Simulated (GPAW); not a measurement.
# In (I4/mmm) in GPAW: notebook

One crystal, In, is run at these levels: PBEsol, LDA; tasks: band structure, equation of state.

Everything below comes from runs of GPAW 26.7.0. Logs are shortened: lines on timing, memory, paths and dates and some standing lists are left out, and cuts for length are marked. The log counts tension as positive stress, the text compression.

## 1. The structure

It takes space group I4/mmm (No. 139, tetragonal). Conventional cell: a = 3.251 Å, b = 3.251 Å, c = 4.947 Å, α = 90.00°, β = 90.00°, γ = 90.00°. In (site symmetry 4/mmm) is surrounded by 12 In at 3.25 to 3.38 Å.

## 2. Band structure, PBEsol

The input, run.py:

```python
from ase import Atoms
from ase.dft.bandgap import bandgap
from ase.io import write
from ase.units import GPa
from gpaw import GPAW, PW, setup_paths

setup_paths.insert(0, '.')

atoms = Atoms(['In'],
              cell=[[-1.62547, 1.62547, 2.4737],
                    [1.62547, -1.62547, 2.4737],
                    [1.62547, 1.62547, -2.4737]],
              scaled_positions=[[0.0, 0.0, 0.0]],
              pbc=True)

calc = GPAW(mode=PW(600),
            xc='PBEsol',
            kpts={'size': (9, 9, 9), 'gamma': True},
            occupations={'name': 'fermi-dirac', 'width': 0.05},
            nbands=14,
            convergence={'density': 1e-05, 'energy': 1e-05},
            maxiter=150,
            txt='gpaw.txt')
atoms.calc = calc
energy = atoms.get_potential_energy()
forces = atoms.get_forces()
stress = atoms.get_stress()
calc.write('gs.gpw')
write('result.traj', atoms)
print(f'Energy: {energy:.6f} eV')
print('Forces (eV/A):')
print(forces.round(4))
print('Stress (GPa):', (stress / GPa).round(3))
print('Fermi level:', round(calc.get_fermi_level(), 4), 'eV')
print(f'Gap: {bandgap(calc)[0]:.4f} eV, direct: {bandgap(calc, direct=True)[0]:.4f} eV')

path = atoms.cell.bandpath('GXYSGZS1NPY1Z,XP', npoints=80, eps=1e-4)
bs_calc = calc.fixed_density(kpts=path, symmetry='off', nbands=22,
                             convergence={'bands': 'CBM+6.0', 'eigenstates': 1e-6}, txt='bands.txt')
bs = bs_calc.band_structure()
bs.write('bs.json')
print(f'Gap on the path: {bandgap(bs_calc)[0]:.4f} eV')
```

Potentials or basis: PAW data sets generated in the run's folder for this functional, pw.

Run with:

```sh
gpaw-setup -f PBEsol In
OMP_NUM_THREADS=1 python run.py
```

gpaw.txt:

```text
__  _  _
 | _ |_)|_||  |
 |__||  | ||/\| - 26.7.0

Input parameters:
  mode=PW(ecut=600.0),
  convergence={'density': 1e-05, 'energy': 1e-05},
  kpts=MonkhorstPack(size=(9, 9, 9), gamma=True),
  maxiter=150,
  nbands=14,
  occupations=Occupations(name='fermi-dirac', width=0.05),
  xc=XC(name='PBEsol')

Diagonalizing LCAO Hamiltonian
Converting LCAO to pw mode

       In

Atoms  # Å, Bohr magnetons
|   | symbol |        x |        y |        z |    initial magnetic moments |
|---|--------|----------|----------|----------|-----------------------------|
| 0 |     In | 0.000000 | 0.000000 | 0.000000 | ( 0.0000,  0.0000,  0.0000) |

Unit cell  # Å
| periodic |         x |         y |         z |  lengths |     angles |
|----------|-----------|-----------|-----------|----------|------------|
|      yes | -1.625470 |  1.625470 |  2.473700 | 3.376906 | 122.452932 |
|      yes |  1.625470 | -1.625470 |  2.473700 | 3.376906 | 122.452932 |
|      yes |  1.625470 |  1.625470 | -2.473700 | 3.376906 |  85.801437 |

Number of symmetries: 16
Symmetry operations  # r_c * U_cc + t_c -> r_c
|    | kind |            matrix            |
|----|------|------------------------------|
|  0 |  σ   |  1, 1, 1,  0, 0,-1,  0,-1, 0 |
|  1 |  C4  |  1, 1, 1,  0, 0,-1, -1, 0, 0 |
|  2 |  E   |  1, 0, 0,  0, 1, 0,  0, 0, 1 |
|  3 |  σ   |  1, 0, 0,  0, 1, 0, -1,-1,-1 |
|  4 |  σ   |  0, 1, 0,  1, 0, 0,  0, 0, 1 |
|  5 |  C2  |  0, 1, 0,  1, 0, 0, -1,-1,-1 |
|  6 |  C2  |  0, 0, 1, -1,-1,-1,  1, 0, 0 |
|  7 |  S4  |  0, 0, 1, -1,-1,-1,  0, 1, 0 |
|  8 |  C4  |  0, 0,-1,  1, 1, 1,  0,-1, 0 |
|  9 |  σ   |  0, 0,-1,  1, 1, 1, -1, 0, 0 |
| 10 |  σ   |  0,-1, 0, -1, 0, 0,  1, 1, 1 |
| 11 |  C2  |  0,-1, 0, -1, 0, 0,  0, 0,-1 |
| 12 |  C2  | -1, 0, 0,  0,-1, 0,  1, 1, 1 |
| 13 |  i   | -1, 0, 0,  0,-1, 0,  0, 0,-1 |
| 14 |  S4  | -1,-1,-1,  0, 0, 1,  1, 0, 0 |
| 15 |  C2  | -1,-1,-1,  0, 0, 1,  0, 1, 0 |

BZ-sampling:
  Number of BZ points: 729
  Number of IBZ points: 75

  Monkhorst-Pack size: [9, 9, 9]
  Monkhorst-Pack shift: [0, 0, 0]

K-points  # in reciprocal-cell coordinates
|     |                                coordinates |     weight |
|-----|--------------------------------------------|------------|
|   0 | (  0.00000000,   0.00000000,   0.00000000) | 0.00137174 |
|   1 | (  0.11111111,  -0.11111111,   0.00000000) | 0.00548697 |
|   2 | (  0.11111111,  -0.11111111,   0.11111111) | 0.00548697 |
|   3 | (  0.11111111,   0.00000000,   0.00000000) | 0.01097394 |
|   4 | (  0.11111111,   0.11111111,  -0.11111111) | 0.00274348 |
|   5 | (  0.22222222,  -0.22222222,   0.00000000) | 0.00548697 |
|   6 | (  0.22222222,  -0.22222222,   0.11111111) | 0.01097394 |
|   7 | (  0.22222222,  -0.22222222,   0.22222222) | 0.00548697 |
|   8 | (  0.22222222,  -0.11111111,   0.00000000) | 0.02194787 |
|   9 | (  0.22222222,  -0.11111111,   0.11111111) | 0.01097394 |
| ... |                                            |            |
|  74 | (  0.44444444,   0.44444444,   0.44444444) | 0.01097394 |

Plane wave coefficients: 901
Cutoff: 600.0 eV

Spin-components: 1 (collinear spins)
Bands:           14
Projectors:      6
Spin-degeneracy: 2
Datatype:        complex128

Parallelization:
  kpt:    1
  domain: 1
  band:   1

Density:
  Valence electrons: 13.0
  Components: 1
  Grid points: [20 20 20]
  Charge: 0.0  # |e|

Potential:
  Grid points: [20 20 20]

species:
  In:
    name:    Indium
    Z:       49.0
    valence: 13
    core:    36
    charge:  0.0  # [|e|]
    compensation charges:
      type: gauss
      rc: 0.36  # [Å]
      lmax: 2
    cutoffs:
      filter: 2.09  # [Å]
      core: 2.48  # [Å]
    projectors
    | kind |    occ | energy [eV] | rcut [Å] |
    |------|--------|-------------|----------|
    |   5s |  2.000 |      -8.248 |    1.185 |
    |   5p |  1.000 |      -2.521 |    1.244 |
    |   4d | 10.000 |     -18.596 |    1.148 |
    |    s |        |      18.964 |    1.185 |
    |    p |        |      24.691 |    1.244 |
    |    d |        |       8.615 |    1.148 |

    Using partial waves for In as LCAO basis

Reference energy: -159902.609223  # eV

eigensolver:
[... 26 lines left out ...]
convergence criteria:
- Maximum integral of absolute [dens]ity change: 1e-05 electrons / valence electron
- Maximum [total energy] change in last 3 cyles: 1e-05 eV / valence electron
- Maximum integral of absolute [eigenst]ate change: 4e-08 eV^2 / valence electron
maximum number of iterations: 150

SCF iterations
|iter     | |      energy | eigst |  dens |
|---------|-|-------------|-------|-------|
|iter:   1| |   -3.221750 | -0.45 |       |
|iter:   2| |   -3.217469 | -2.45 | -1.56 |
|iter:   3| |   -3.186925 | -2.69 | -1.60 |
|iter:   4| |   -3.186156 | -3.81 | -2.07 |
|iter:   5| |   -3.186256 | -4.53 | -2.68 |
|iter:   6| |   -3.186264c| -6.16 | -3.62 |
|iter:   7| |   -3.186264c| -6.97 | -4.18 |
|iter:   8| |   -3.186264c| -8.35c| -5.36c|

Converged in 8 steps
Energy contributions relative to reference atoms: (reference = -159902.609223)

Energy contributions:
  Kinetic:          10.330865
  Coulomb:          -9.451421
  Zero:              0.159395
  External:          0.000000
  Xc:               -4.222540
  Entropy:          -0.005127
  Spinorbit:         0.000000
  ----------------------------
  Free energy:      -3.188828
  Extrapolated:     -3.186264

dipole moment: (-5.505081, -5.505081, -8.377834)  # |e|*Ang

Fermi level: 6.863
Eigenvalues  # (at kpt = [0.000, 0.000, 0.000])
| band index |      eig [eV] | occ [0-2] |
|------------|---------------|-----------|
|          0 |        -7.714 |     2.000 |
|          1 |        -7.607 |     2.000 |
|          2 |        -7.607 |     2.000 |
|          3 |        -7.524 |     2.000 |
|          4 |        -7.415 |     2.000 |
|          5 |        -2.744 |     2.000 |
|          6 |        17.318 |     0.000 |
|          7 |        17.318 |     0.000 |
|          8 |        17.482 |     0.000 |
|          9 |        18.474 |     0.000 |
|         10 |        20.772 |     0.000 |
|         11 |        20.894 |     0.000 |
|         12 |        20.894 |     0.000 |
|         13 |        22.200 |     0.000 |

No gap
No difference between direct/indirect transitions

Forces  # eV/Ang
|       x |        y |       z |
|---------|----------|---------|
| 0.00000 | -0.00000 | 0.00000 |  # In   0

Stress tensor  # eV/Ang^3
|        x |        y |        z |
|----------|----------|----------|
| 0.007603 | 0.000000 | 0.000000 |
| 0.000000 | 0.007603 | 0.000000 |
| 0.000000 | 0.000000 | 0.006561 |

# Writing to gs.gpw (mode='')
```

Wall time 21 s (1 thread of Arm Neoverse V2, shared host); peak memory 0.2 GiB.

What came out:

```yaml
Free_energy: -3.1888 eV
Pressure: -1.2 GPa
Band_gap_along_the_path: none (metal or under the smearing width)
```

Levels at the corners of the path, in eV from the Fermi level:
```
point  band 4  band 5  band 6  band 7  band 8  band 9
    Γ  -14.39  -14.28   -9.61   10.46   10.46   10.62
    X  -14.17  -14.08   -2.04   -1.70    3.44    3.87
    Y  -14.28  -14.16   -1.71   -0.32    0.06    1.27
    S  -14.27  -14.19   -2.56   -1.28   -0.58    6.07
    Γ  -14.39  -14.28   -9.61   10.46   10.46   10.62
    Z  -14.14  -14.14   -2.97   -2.75    4.65    4.65
   S1  -14.27  -14.19   -2.56   -1.28   -0.58    6.07
    N  -14.19  -14.15   -4.35   -3.45    7.45    9.07
    P  -14.27  -14.08   -1.30   -0.13   -0.13    1.67
   Y1  -14.28  -14.16   -1.71   -0.32    0.06    1.27
    Z  -14.14  -14.14   -2.97   -2.75    4.65    4.65
    X  -14.17  -14.08   -2.04   -1.70    3.44    3.87
    P  -14.27  -14.08   -1.30   -0.13   -0.13    1.67
```

Caveat: spin-orbit coupling is left out, which moves the levels of the heavy elements.

## 3. Band structure, LDA

run.py: that of step 2 with these lines changed.

```diff
@@ -4,5 +4,3 @@
 from ase.units import GPa
-from gpaw import GPAW, PW, setup_paths
-
-setup_paths.insert(0, '.')
+from gpaw import GPAW, PW
 
@@ -16,3 +14,3 @@
 calc = GPAW(mode=PW(600),
-            xc='PBEsol',
+            xc='LDA',
             kpts={'size': (9, 9, 9), 'gamma': True},
```

Potentials or basis: the program's PAW data sets (release 1.2.1) made for this functional, pw.

Run with:

```sh
OMP_NUM_THREADS=1 python run.py
```

It took 20 s on 1 thread of Arm Neoverse V2, shared host; peak memory 0.2 GiB.

Results (log left out):

* Free energy: -3.4255 eV
* Pressure: -2.7 GPa
* Band gap along the path: none (metal or under the smearing width)

Stress tensor (GPa, compression positive):
```
-2.64  0.00  0.00
 0.00 -2.64  0.00
 0.00  0.00 -2.82
```

Levels at the corners of the path, in eV from the Fermi level:
| point | band 4 | band 5 | band 6 | band 7 | band 8 | band 9 |
| --- | --- | --- | --- | --- | --- | --- |
| Γ | -14.34 | -14.23 | -9.60 | 10.38 | 10.38 | 10.53 |
| X | -14.12 | -14.03 | -1.99 | -1.77 | 3.43 | 3.87 |
| Y | -14.23 | -14.11 | -1.82 | -0.28 | 0.11 | 1.35 |
| S | -14.22 | -14.15 | -2.64 | -1.23 | -0.51 | 6.05 |
| Γ | -14.34 | -14.23 | -9.60 | 10.38 | 10.38 | 10.53 |
| Z | -14.09 | -14.09 | -3.03 | -2.70 | 4.64 | 4.64 |
| S1 | -14.22 | -14.15 | -2.64 | -1.23 | -0.51 | 6.05 |
| N | -14.14 | -14.10 | -4.39 | -3.39 | 7.39 | 9.00 |
| P | -14.23 | -14.03 | -1.40 | -0.09 | -0.09 | 1.76 |
| Y1 | -14.23 | -14.11 | -1.82 | -0.28 | 0.11 | 1.35 |
| Z | -14.09 | -14.09 | -3.03 | -2.70 | 4.64 | 4.64 |
| X | -14.12 | -14.03 | -1.99 | -1.77 | 3.43 | 3.87 |
| P | -14.23 | -14.03 | -1.40 | -0.09 | -0.09 | 1.76 |

Caveat: spin-orbit coupling is left out, which moves the levels of the heavy elements.

## 4. Equation of state, LDA

The input, run.py:

```python
from ase import Atoms
from ase.eos import EquationOfState
from ase.io import Trajectory
from ase.units import GPa
from gpaw import GPAW, PW

atoms = Atoms(['In'],
              cell=[[-1.62547, 1.62547, 2.4737],
                    [1.62547, -1.62547, 2.4737],
                    [1.62547, 1.62547, -2.4737]],
              scaled_positions=[[0.0, 0.0, 0.0]],
              pbc=True)

traj = Trajectory('eos.traj', 'w')
volumes, energies = [], []
for x in [0.94, 0.96, 0.98, 1.0, 1.02, 1.04, 1.06]:
    a = atoms.copy()
    a.set_cell(atoms.cell * x**(1 / 3), scale_atoms=True)
    calc = GPAW(mode=PW(600),
                xc='LDA',
                kpts={'size': (9, 9, 9), 'gamma': True},
                occupations={'name': 'fermi-dirac', 'width': 0.05},
                nbands=14,
                convergence={'density': 1e-05, 'energy': 1e-05},
                maxiter=150,
                txt=f'eos-{x:.2f}.txt')
    a.calc = calc
    energies.append(a.get_potential_energy(force_consistent=True))
    volumes.append(a.get_volume())
    p = -a.get_stress()[:3].mean() / GPa
    calc.write(f'eos-{x:.2f}.gpw')
    traj.write(a)
    print(f'{x:.2f} {volumes[-1]:10.4f} A^3 {energies[-1]:14.6f} eV {p:9.3f} GPa', flush=True)

v0, e0, B = EquationOfState(volumes, energies, eos='birchmurnaghan').fit()
print(f'V0 = {v0:.4f} A^3, E0 = {e0:.6f} eV, B0 = {B / GPa:.2f} GPa')
```

Run with:

```sh
OMP_NUM_THREADS=1 python run.py
```

Run time: 72 s. Hardware: 1 thread of Arm Neoverse V2, shared host; peak memory 0.23 GiB.

Results (log left out):

```
Equilibrium volume                        : 24.49 Å³/atom (rough: see the caveat)
Bulk modulus at fixed shape and positions : 47 GPa (rough)
```

Energy against volume, from the lowest point:
| volume (Å³/atom) | energy (meV/atom) |
| --- | --- |
| 24.575 | 0.00 |
| 25.098 | 2.11 |
| 25.621 | 7.05 |
| 26.144 | 14.51 |
| 26.666 | 24.21 |
| 27.189 | 35.85 |
| 27.712 | 49.22 |

Caveat: the minimum lies outside the volumes run; the cell was scaled at fixed shape and fractional positions, which overstates the stiffness of a crystal with free parameters, most of all of layers and chains.

## 5. For comparison

An earlier run on the cell as given: functional PBEsol; potentials or basis PAW data sets generated in the run's folder for this functional; cutoff 600 eV; basis pw; k mesh 11 × 11 × 11; occupations fermi-dirac, width 0.05 eV; no spin polarisation.

- Pressure: -1.3 GPa
- Band gap on the k mesh: none (metal or under the smearing width)

## 6. Overview

```tsv
task	level	potentials or basis	k mesh	band path	band points	pressure (GPa)
band structure	PBEsol	PAW data sets generated in the run's folder for this functional, pw	9 × 9 × 9	GXYSGZS1NPY1Z,XP	80	-1.2
band structure	LDA	the program's PAW data sets (release 1.2.1) made for this functional, pw	9 × 9 × 9	GXYSGZS1NPY1Z,XP	80	-2.7
equation of state	LDA	the program's PAW data sets (release 1.2.1) made for this functional, pw	9 × 9 × 9	-	-	-
single point	PBEsol	PAW data sets generated in the run's folder for this functional, pw	11 × 11 × 11	-	-	-1.3
```

Alike in all rows: no spin polarisation; cell as given; cutoff (eV) 600; smearing fermi-dirac 0.05 eV.

Caveats: spin-orbit coupling is left out, which moves the levels of the heavy elements (some runs); the minimum lies outside the volumes run (some runs); the cell was scaled at fixed shape and fractional positions, which overstates the stiffness of a crystal with free parameters, most of all of layers and chains (some runs).

Absolute energies hang on the potentials; compare differences alone.
